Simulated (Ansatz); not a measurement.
# Dielectric response of SiC (10-10) films, part 3 of 5

Wanted: ε of wurtzite SiC (10-10) by finite fields on slabs, and the band edges against the vacuum where run.

Ansatz 0.2.0; plane-wave DFT, r2SCAN, Ansatz PAW (set soft_1); PAW set soft_1 (the session's first sound run).

So far, gap on the k-mesh (eV): step 2 (relaxation, 12 atoms, units 3) 1.65; step 4 (applied field, field 0.05 V/Å) 1.64; step 5 (applied field, field -0.05 V/Å) 1.64; step 7 (field 0.05 V/Å, other threshold, other force threshold) 1.64; step 8 (field -0.05 V/Å, other threshold, other force threshold) 1.64.

**10. Relaxation, 16 atoms, units 4**

This step: plane-wave DFT, r2SCAN, Ansatz PAW (set soft_1); PAW set soft_1 (Ansatz 0.2.0).

System of this step: SiC (10-10), 4 units. The cell holds 16 atoms: 8 Si and 8 C. Its edges and angles: a = 3.080 Å, b = 5.050 Å, c = 26.891 Å, α = 90.0°, β = 90.0°, γ = 90.0°. It derives from SiC (wurtzite SiC). Vacuum lies along c.

The next thickness, treated alike, so that differences show the interior and the faces cancel.

The input, input.yaml:

```yaml
crystal:
  lattice:
    - [3.08, 0.0, 0.0]
    - [0.0, 5.05, 0.0]
    - [0.0, 0.0, 26.8911941455]
  atoms:
    - { symbol: Si, position: [0.0, 0.0, 0.3346820506] }
    - { symbol: C, position: [0.0, 0.375, 0.3346820506] }
    - { symbol: Si, position: [0.5, 0.5, 0.3677456405] }
    - { symbol: C, position: [0.5, 0.875, 0.3677456405] }
    - { symbol: Si, position: [0.5, 0.0, 0.4338728202] }
    - { symbol: C, position: [0.5, 0.375, 0.4338728202] }
    - { symbol: Si, position: [0.0, 0.5, 0.4669364101] }
    - { symbol: C, position: [0.0, 0.875, 0.4669364101] }
    - { symbol: Si, position: [0.0, 0.0, 0.5330635899] }
    - { symbol: C, position: [0.0, 0.375, 0.5330635899] }
    - { symbol: Si, position: [0.5, 0.5, 0.5661271798] }
    - { symbol: C, position: [0.5, 0.875, 0.5661271798] }
    - { symbol: Si, position: [0.5, 0.0, 0.6322543595] }
    - { symbol: C, position: [0.5, 0.375, 0.6322543595] }
    - { symbol: Si, position: [0.0, 0.5, 0.6653179494] }
    - { symbol: C, position: [0.0, 0.875, 0.6653179494] }
kpoints:
  mp_grid: { grid: [8, 6, 1] }
hamiltonian:
  xc: r2scan
  pseudopotentials: { kind: paw, azcp: { folder: soft_1 } }
scf:
  occupations: { method: fixed }
  convergence: { dr2_threshold: 1.0e-09 }
efield:
  axis: 3
  dipole_correction: true
  ramp_position: 0.97
  ramp_width: 0.06
relax:
  f_tol: 0.003
  max_steps: 100
output:
  write_potential: true
  write_density: true
  volumetric_format: npy
```

The run is started by

```sh
$ ansatz run input.yaml --threads 4 --pin off --max-ram 8192MiB --backend cpu --events-out ev --progress --plain --runs-dir out
```

Numbers of over 12 decimals in the logs are rounded to 6 here.

What it wrote:

```text
[...]
Crystal: 16 atoms, lattice volume = 418.266 Å³
Basis set: ecut = 500 eV, 10671 PW (Γ), exchange–correlation on 96×160×800 points (64 copies of the dense FFT grid, shifted against one another)
Bands: 48, of which v1, the nominal top of the filled ones, is band 32 counted from 1 (31 counted from 0)
Symmetry: 2 space group operations
[...]
- { symbol: C, position: [0.0, 0.376531, 0.533451] }
    - { symbol: Si, position: [0.5, 0.504303, 0.565290] }
    - { symbol: C, position: [0.5, 0.877871777919, 0.565647] }
    - { symbol: Si, position: [0.5, -0.0095287, 0.634645] }
    - { symbol: C, position: [0.5, 0.364679, 0.633514] }
    - { symbol: Si, position: [0.0, 0.522672, 0.655879] }
    - { symbol: C, position: [0.0, 0.863268, 0.661423] }
[key lines of the parts left out:]
SCF converged after 2 iterations
Free energy (F): -7125.548408 eV
Fermi energy:    0.363485 eV
Dipole field:    D = 0.000000 V/Å  (p = 0.000000 e·Å, saw-weighted, corrected)
Work function:   Φ+ = 5.6672 eV   Φ− = 5.6672 eV
```

Run time: 99 s. Hardware: 4 threads of Intel Xeon Platinum 8488C (Sapphire Rapids), shared host; peak memory 1.8 GiB; 6.4 min of CPU time.

Step by step:

```csv
step,energy less that of the first step (eV),largest force component (eV/Å)
1,0.0000,2.6102
2,-1.0574,1.7379
3,-1.3478,1.9988
4,-1.4545,0.1099
5,-1.4576,0.0425
6,-1.4580,0.0061
7,-1.4580,0.0017
```

Forces are held to the 2 operations that the run works with; a distortion that breaks them can't arise in this run.

The atoms that moved most (Å):

```csv
atom,dx,dy,dz,length
Si1,0.000,0.114,0.254,0.278
Si15,0.000,0.114,-0.254,0.278
C2,0.000,-0.059,0.105,0.120
C16,0.000,-0.059,-0.105,0.120
Si13,0.000,-0.048,0.064,0.080
Si3,0.000,-0.048,-0.064,0.080
C14,0.000,-0.052,0.034,0.062
C4,0.000,-0.052,-0.034,0.062
```

The relaxation took 7 steps and lowered the energy by 1.5 eV; the largest force on the free atoms ends at 0.0017 eV/Å.

The gap is 1.73 eV, with the valence edge 5.67 eV and the conduction edge 3.94 eV under the upper vacuum level.

**11. The relaxed film, single point, 16 atoms, units 4**

The next thickness, treated alike, so that differences show the interior and the faces cancel.

The input, input.yaml:

```yaml
crystal:
  lattice:
    - [3.08, 0.0, 0.0]
    - [0.0, 5.05, 0.0]
    - [0.0, 0.0, 26.8911941455]
  atoms:
    - { symbol: Si, position: [0.0, 0.0226715152, 0.3441208018] }
    - { symbol: C, position: [0.0, 0.3632677853, 0.3385768339] }
    - { symbol: Si, position: [0.5, 0.4904713051, 0.3653547117] }
    - { symbol: C, position: [0.5, 0.8646792693, 0.3664857779] }
    - { symbol: Si, position: [0.5, 0.0043031113, 0.4347104988] }
    - { symbol: C, position: [0.5, 0.3778717785, 0.4343531335] }
    - { symbol: Si, position: [0.0, 0.5002038611, 0.4666880199] }
    - { symbol: C, position: [0.0, 0.8765313777, 0.4665488866] }
    - { symbol: Si, position: [0.0, 0.000203861, 0.5333119802] }
    - { symbol: C, position: [0.0, 0.3765313771, 0.5334511131] }
    - { symbol: Si, position: [0.5, 0.5043031105, 0.5652895012] }
    - { symbol: C, position: [0.5, 0.8778717779, 0.5656468664] }
    - { symbol: Si, position: [0.5, -0.0095286959, 0.6346452886] }
    - { symbol: C, position: [0.5, 0.3646792678, 0.633514222] }
    - { symbol: Si, position: [0.0, 0.522671514, 0.6558791982] }
    - { symbol: C, position: [0.0, 0.8632677841, 0.6614231663] }
kpoints:
  mp_grid: { grid: [8, 6, 1] }
hamiltonian:
  xc: r2scan
  pseudopotentials: { kind: paw, azcp: { folder: soft_1 } }
scf:
  occupations: { method: fixed }
  convergence: { dr2_threshold: 1.0e-09 }
efield:
  axis: 3
  dipole_correction: true
  ramp_position: 0.97
  ramp_width: 0.06
output:
  eigenvalues: true
  write_potential: true
  write_density: true
  volumetric_format: npy
  elf: true
```

What it wrote:

```text
[...]
Crystal: 16 atoms, lattice volume = 418.266 Å³
Basis set: ecut = 500 eV, 10671 PW (Γ), exchange–correlation on 96×160×800 points (64 copies of the dense FFT grid, shifted against one another)
Bands: 48, of which v1, the nominal top of the filled ones, is band 32 counted from 1 (31 counted from 0)
Symmetry: 2 space group operations
[...]
k-point 1: bands = [... 28 lower, -0.4673, -0.1827, 0.0085, 0.2238, 3.1995, 3.3338, 3.6762, 4.1757, ... 12 higher]
  k-point 2: bands = [... 28 lower, -0.7905, -0.3239, -0.1901, 0.1321, 3.0103, 3.0781, 3.9664, 3.9919, ... 12 higher]
  k-point 19: bands = [... 28 lower, -1.8465, -1.8465, -0.0134, -0.0134, 2.1035, 2.1035, 4.4416, 4.4416, ... 12 higher]
[key lines of the parts left out:]
SCF converged after 13 iterations
Free energy (F): -7125.548408 eV
Fermi energy:    0.363461 eV
Dipole field:    D = -0.000000 V/Å  (p = -0.000001 e·Å, saw-weighted, corrected)
Work function:   Φ+ = 5.6672 eV   Φ− = 5.6672 eV
```

Wall time 23 s (4 threads); peak memory 1.8 GiB; 87 s of CPU time.

The gap is 1.73 eV, with the valence edge 5.67 eV and the conduction edge 3.94 eV under the upper vacuum level.

**12. Single point, 16 atoms, units 4, field 0.05 V/Å**

input.yaml: that of step 11 with these lines changed.

```diff
@@ -29,3 +29,3 @@
   occupations: { method: fixed }
-  convergence: { dr2_threshold: 1.0e-09 }
+  convergence: { dr2_threshold: 1.0e-10 }
 efield:
@@ -33,6 +33,6 @@
   dipole_correction: true
-  ramp_position: 0.97
-  ramp_width: 0.06
+  ramp_position: 0.9403
+  ramp_width: 0.1194
+  amplitude: 0.05
 output:
-  eigenvalues: true
   write_potential: true
@@ -40,2 +40 @@
   volumetric_format: npy
-  elf: true
```

What it wrote:

```text
[...]
Crystal: 16 atoms, lattice volume = 418.266 Å³
Basis set: ecut = 500 eV, 10671 PW (Γ), exchange–correlation on 96×160×800 points (64 copies of the dense FFT grid, shifted against one another)
Bands: 48, of which v1, the nominal top of the filled ones, is band 32 counted from 1 (31 counted from 0)
Symmetry: 2 space group operations
k-points: 20 of 48 (time reversal used)
[...]
k-point 0: bands = [... 28 lower, -0.2179, -0.0265, 0.1413, 0.3621, 3.2178, 3.4162, 3.6369, 4.3359, ... 12 higher]
  k-point 1: bands = [... 28 lower, -0.4675, -0.1842, 0.0089, 0.2252, 3.1912, 3.3416, 3.6759, 4.1756, ... 12 higher]
  k-point 2: bands = [... 28 lower, -0.7907, -0.3235, -0.1919, 0.1338, 2.9957, 3.0923, 3.9645, 3.9932, ... 12 higher]
  k-point 19: bands = [... 28 lower, -1.8571, -1.8360, -0.0411, 0.0141, 2.0763, 2.1306, 4.4392, 4.4434, ... 12 higher]
[key lines of the parts left out:]
SCF converged after 14 iterations
Free energy (F): -7125.549478 eV
Fermi energy:    0.365202 eV
Dipole field:    D = 0.018524 V/Å  (p = 0.042818 e·Å, saw-weighted, corrected)
```

The job ended after 23 s (4 threads; peak memory 1.8 GiB).

The dipole is 0.0428 e·Å, and the gap on the mesh 1.711 eV.

**13. Single point, 16 atoms, units 4, field -0.05 V/Å**

input.yaml: that of step 12 with these lines changed.

```diff
@@ -35,3 +35,3 @@
   ramp_width: 0.1194
-  amplitude: 0.05
+  amplitude: -0.05
 output:
```

What it wrote:

```text
[...]
Crystal: 16 atoms, lattice volume = 418.266 Å³
Basis set: ecut = 500 eV, 10671 PW (Γ), exchange–correlation on 96×160×800 points (64 copies of the dense FFT grid, shifted against one another)
Bands: 48, of which v1, the nominal top of the filled ones, is band 32 counted from 1 (31 counted from 0)
Symmetry: 2 space group operations
k-points: 20 of 48 (time reversal used)
[...]
k-point 0: bands = [... 28 lower, -0.2179, -0.0265, 0.1413, 0.3621, 3.2178, 3.4162, 3.6369, 4.3359, ... 12 higher]
  k-point 1: bands = [... 28 lower, -0.4675, -0.1842, 0.0089, 0.2252, 3.1912, 3.3416, 3.6759, 4.1756, ... 12 higher]
  k-point 2: bands = [... 28 lower, -0.7907, -0.3235, -0.1919, 0.1338, 2.9957, 3.0923, 3.9645, 3.9932, ... 12 higher]
  k-point 19: bands = [... 28 lower, -1.8571, -1.8360, -0.0411, 0.0141, 2.0763, 2.1306, 4.4392, 4.4434, ... 12 higher]
[key lines of the parts left out:]
SCF converged after 14 iterations
Free energy (F): -7125.549478 eV
Fermi energy:    0.365202 eV
Dipole field:    D = -0.018524 V/Å  (p = -0.042818 e·Å, saw-weighted, corrected)
```

Run time: 23 s. Hardware: 4 threads; peak memory 1.8 GiB; 90 s of CPU time.

The dipole is -0.0428 e·Å, and the gap on the mesh 1.711 eV.

**14. Response with the atoms held, 16 atoms, units 4**

This step: plane-wave DFT, r2SCAN, Ansatz PAW (set soft_1); response to a field along the normal, atoms held; PAW set soft_1 (Ansatz 0.2.0).

Local field over the applied field, running mean. From the potentials at -0.05 and 0.05 V/Å; running mean over 2.667 Å, taken twice. The local field over applied field by z:

```csv
z (Å),local field over applied field
5,0.987
6,0.928
7,0.764
8,0.504
9,0.264
10,0.142
11,0.121
12,0.128
13,0.134
14,0.134
15,0.128
16,0.120
17,0.149
18,0.285
19,0.534
20,0.788
21,0.939
22,0.989
```

The induced dipole is that of a conductor 9.96 Å thick.

**15. Relaxing the film, 24 atoms, units 6**

This step: plane-wave DFT, r2SCAN, Ansatz PAW (set soft_1); PAW set soft_1 (Ansatz 0.2.0).

System of this step: SiC (10-10), 6 units. The cell holds 24 atoms: 12 Si and 12 C. Cell: a = 3.080 Å, b = 5.050 Å, c = 32.226 Å, α = 90.0°, β = 90.0°, γ = 90.0°. It derives from SiC (wurtzite SiC). Vacuum lies along c.

The next thickness, treated alike, so that differences show the interior and the faces cancel.

The input, input.yaml:

```yaml
crystal:
  lattice:
    - [3.08, 0.0, 0.0]
    - [0.0, 5.05, 0.0]
    - [0.0, 0.0, 32.2259106328]
  atoms:
    - { symbol: Si, position: [0.0, 0.0, 0.2792783764] }
    - { symbol: C, position: [0.0, 0.375, 0.2792783764] }
    - { symbol: Si, position: [0.5, 0.5, 0.3068685794] }
    - { symbol: C, position: [0.5, 0.875, 0.3068685794] }
    - { symbol: Si, position: [0.5, 0.0, 0.3620489853] }
    - { symbol: C, position: [0.5, 0.375, 0.3620489853] }
    - { symbol: Si, position: [0.0, 0.5, 0.3896391882] }
    - { symbol: C, position: [0.0, 0.875, 0.3896391882] }
    - { symbol: Si, position: [0.0, 0.0, 0.4448195941] }
    - { symbol: C, position: [0.0, 0.375, 0.4448195941] }
    - { symbol: Si, position: [0.5, 0.5, 0.4724097971] }
    - { symbol: C, position: [0.5, 0.875, 0.4724097971] }
    - { symbol: Si, position: [0.5, 0.0, 0.5275902029] }
    - { symbol: C, position: [0.5, 0.375, 0.5275902029] }
    - { symbol: Si, position: [0.0, 0.5, 0.5551804059] }
    - { symbol: C, position: [0.0, 0.875, 0.5551804059] }
    - { symbol: Si, position: [0.0, 0.0, 0.6103608118] }
    - { symbol: C, position: [0.0, 0.375, 0.6103608118] }
    - { symbol: Si, position: [0.5, 0.5, 0.6379510147] }
    - { symbol: C, position: [0.5, 0.875, 0.6379510147] }
    - { symbol: Si, position: [0.5, 0.0, 0.6931314206] }
    - { symbol: C, position: [0.5, 0.375, 0.6931314206] }
    - { symbol: Si, position: [0.0, 0.5, 0.7207216236] }
    - { symbol: C, position: [0.0, 0.875, 0.7207216236] }
kpoints:
  mp_grid: { grid: [8, 6, 1] }
hamiltonian:
  xc: r2scan
  pseudopotentials: { kind: paw, azcp: { folder: soft_1 } }
scf:
  occupations: { method: fixed }
  convergence: { dr2_threshold: 1.0e-09 }
efield:
  axis: 3
  dipole_correction: true
  ramp_position: 0.97
  ramp_width: 0.06
relax:
  f_tol: 0.003
  max_steps: 100
output:
  write_potential: true
  write_density: true
  volumetric_format: npy
```

What it wrote:

```text
[...]
Crystal: 24 atoms, lattice volume = 501.242 Å³
Basis set: ecut = 500 eV, 12789 PW (Γ), exchange–correlation on 96×160×960 points (64 copies of the dense FFT grid, shifted against one another)
Bands: 72, of which v1, the nominal top of the filled ones, is band 48 counted from 1 (47 counted from 0)
Symmetry: 2 space group operations
[...]
- { symbol: Si, position: [0.0, -0.00115124, 0.610335] }
    - { symbol: C, position: [0.0, 0.375789, 0.610414] }
    - { symbol: Si, position: [0.5, 0.503972, 0.637108] }
    - { symbol: C, position: [0.5, 0.877361, 0.637491] }
    - { symbol: Si, position: [0.5, -0.010479, 0.694972] }
    - { symbol: C, position: [0.5, 0.363862, 0.693964] }
    - { symbol: Si, position: [0.0, 0.521849, 0.712705] }
    - { symbol: C, position: [0.0, 0.862409, 0.717371] }
[key lines of the parts left out:]
SCF converged after 2 iterations
Free energy (F): -10690.826025 eV
Fermi energy:    1.801227 eV
Dipole field:    D = 0.000000 V/Å  (p = 0.000000 e·Å, saw-weighted, corrected)
Work function:   Φ+ = 5.7626 eV   Φ− = 5.7626 eV
```

Run time: 3.1 min. Hardware: 4 threads; peak memory 2.6 GiB; 12 min of CPU time.

Relaxation path:

```csv
step,energy less that of the first step (eV),largest force component (eV/Å)
1,0.0000,2.6120
2,-1.0554,1.7399
3,-1.3435,1.9830
4,-1.4447,0.2146
5,-1.4508,0.0388
6,-1.4511,0.0173
7,-1.4512,0.0040
8,-1.4512,0.0003
```

The run keeps the 2 symmetry operations that it works with, so distortions that break them were not tested.

The atoms that moved most (Å):

```csv
atom,dx,dy,dz,length
Si1,0.000,0.110,0.258,0.281
Si23,0.000,0.110,-0.258,0.281
C24,0.000,-0.064,-0.108,0.125
C2,0.000,-0.064,0.108,0.125
Si21,0.000,-0.053,0.059,0.079
Si3,0.000,-0.053,-0.059,0.079
C22,0.000,-0.056,0.027,0.062
C4,0.000,-0.056,-0.027,0.062
```

Running mean over 2.667 Å of the planar mean; the ramp of the sawtooth is left out. The electron's electrostatic potential energy less the highest filled level by z:

```csv
z (Å),electron's electrostatic potential energy less the highest filled level (eV)
4,5.76
5,5.76
6,5.73
7,5.29
8,0.990
9,-5.20
10,-7.01
11,-6.92
12,-6.63
13,-6.72
14,-6.68
15,-6.68
16,-6.71
17,-6.69
18,-6.67
19,-6.72
20,-6.66
21,-6.73
22,-7.19
23,-5.87
24,-0.620
25,4.87
26,5.71
27,5.76
28,5.76
29,5.76
```

The relaxation took 8 steps and lowered the energy by 1.5 eV; the largest force on the free atoms ends at 3.0e-4 eV/Å.

The gap is 1.81 eV, with the valence edge 5.76 eV and the conduction edge 3.95 eV under the upper vacuum level.

**16. The series together**

Times are for 4 threads of Intel Xeon Platinum 8488C (Sapphire Rapids), shared host. The series side by side:

```csv
no.,units,gap by band count (eV),"ionisation energy, upper face (eV)","electron affinity, upper face (eV)",time,memory (GiB)
1,3,1.654,5.544,3.890,79 s,1.6
2,4,1.729,5.667,3.938,99 s,1.8
3,6,1.810,5.763,3.952,3.1 min,2.6
```

The valence density, planar mean (3) oscillates, so the rows of the table below give means over windows of 1 Å about each position, cut where the curve ends. Its maxima inside the range that stand out by 2 % of the span (Å: e/Å³): 9.6: 0.587, 12.1: 0.553, 14.7: 0.587. Its minima: 10.8: 0.237, 13.5: 0.237.

The runs together. Valence density, planar mean against z; means over each step:

```csv
z (Å),3 (e/Å³),4 (e/Å³),6 (e/Å³)
5,1.9e-5,1.9e-5,1.9e-5
6,3.1e-4,3.1e-4,3.1e-4
7,0.00509,0.00515,0.00512
8,0.0772,0.0772,0.0767
9,0.434,0.431,0.429
10,0.445,0.445,0.447
11,0.283,0.284,0.285
12,0.503,0.500,0.497
13,0.323,0.328,0.331
14,0.373,0.354,0.353
15,0.503,0.487,0.485
16,0.131,0.275,0.282
17,0.00958,0.476,0.441
18,5.7e-4,0.388,0.412
19,3.5e-5,0.0592,0.292
20,2.2e-6,0.00379,0.498
21,0,2.3e-4,0.324
22,0,1.4e-5,0.376
23,0,9.4e-7,0.498
24,0,0,0.186
```

(Continued in part 4 of 5.)

[Logs are printed without paths, hosts, clocks, repeated set-up lines and the standing remarks that a program may print on its own settings, such as how far it seeks lower states.]

[Hosts, paths, dates, database ids (printed as entryN), source tags and the programs' standing remarks are cut or masked in the printed files.]

[Maps of the electrostatic potential energy from Ansatz leave out the sawtooth potential of an applied field or a dipole correction, so their vacuum need not be flat; planar profiles and work functions include it.]
